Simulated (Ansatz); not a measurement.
Write the native input for Ansatz 0.2.0 that does the following.

| Quantity | Value |
| --- | --- |
| Task | relaxation of the atoms |
| Functional | PBE |
| Potentials or basis | Ansatz PAW |
| Cutoff | 420 eV (not typed: the program's choice for these potentials) |
| k mesh | 8 × 8 × 8 |
| Occupations | fermi-dirac, width 0.05 eV |
| Spin | no spin polarisation |

The system is Si.

```
Si
1.0
     0.00000    2.72185    2.72185
     2.61298    0.00000    2.72185
     2.61298    2.72185    0.00000
Si
2
Cartesian
  2.6130 2.7219 2.7219
  3.9195 4.0828 4.0828
```

The cell isn't the ideal one: strained by -4 %.

One way to write it, as run:

input.yaml

```yaml
crystal:
  lattice:
    - [0.0, 2.7218511865, 2.7218511865]
    - [2.612977139, 0.0, 2.7218511865]
    - [2.612977139, 2.7218511865, 0.0]
  atoms:
    - { symbol: Si, position: [0.5, 0.5, 0.5] }
    - { symbol: Si, position: [0.75, 0.75, 0.75] }
hamiltonian:
  xc: pbe
  pseudopotentials: { kind: paw }
kpoints:
  mp_grid: { grid: [8, 8, 8] }
scf:
  occupations: { method: fermi_dirac, width: 0.05 }
output:
  forces: true
  stress: true
  eigenvalues: true
relax:
  f_tol: 0.01
  max_steps: 40
```

Potentials or basis: Ansatz PAW.

The run is started by

```console
$ ansatz run input.yaml --threads 2 --pin off --max-ram 5632MiB --backend cpu --events-out ev --progress --plain --runs-dir out
```

Results of the run:

```yaml
Pressure_after_relaxing: 5.5 GPa
Band_gap_on_the_k_mesh: 0.12 eV, indirect (least direct gap 2.30 eV)
```

Caveat: the relaxation stopped at its first step, so nothing moved; the thresholds are loose for stress.

Wall time 0.38 s on 2 threads of AMD EPYC 9R45 96-Core Processor (Zen 5) (shared host), peak memory 0.36 GiB.
